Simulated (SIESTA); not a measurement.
# BaTiO3 in SIESTA: the effect of basis

Crystal: BaTiO3.

```
Ba Ti O
1.0
     4.00600    0.00000    0.00000
     0.00000    4.00600    0.00000
     0.00000    0.00000    4.00600
Ba Ti O
1 1 3
Direct
  0.50000 0.50000 0.50000
  0.00000 0.00000 0.00000
  0.00000 0.00000 0.50000
  0.00000 0.50000 0.00000
  0.50000 0.00000 0.00000
```

Alike in all runs:

| Item | Value |
| --- | --- |
| Program | SIESTA 5.4.2 |
| Task | single point |
| Functional | PBE |
| Potentials or basis | PseudoDojo 0.4 standard (PBE files) |
| Grid cutoff | 800 Ry |
| Energy shift | 0.003 Ry |
| k mesh | 7 × 7 × 7 |
| Occupations | fermi-dirac, width 0.05 eV |
| Spin | no spin polarisation |

| basis | gap on the mesh (eV) | pressure (GPa) |
| --- | --- | --- |
| SZP | ? | ? |
| DZP | 1.74 | 3.8 |
| DZDP | 1.79 | 3.8 |
| TZP | 1.76 | 3.7 |
| TZDP | 1.80 | 3.7 |

**Question.** What does the run with basis SZP give?

**Answer.** gap on the mesh 1.46 eV; pressure 5.4 GPa.

Caveats: this set's barium file shifts pressures by up to 1 GPa against other sets; spin-orbit coupling is left out, which moves the levels of the heavy elements; an odd mesh through Γ misses points on the zone boundary, where band edges often lie; the basis of atomic orbitals isn't converged, which shifts pressures, moduli and gaps.
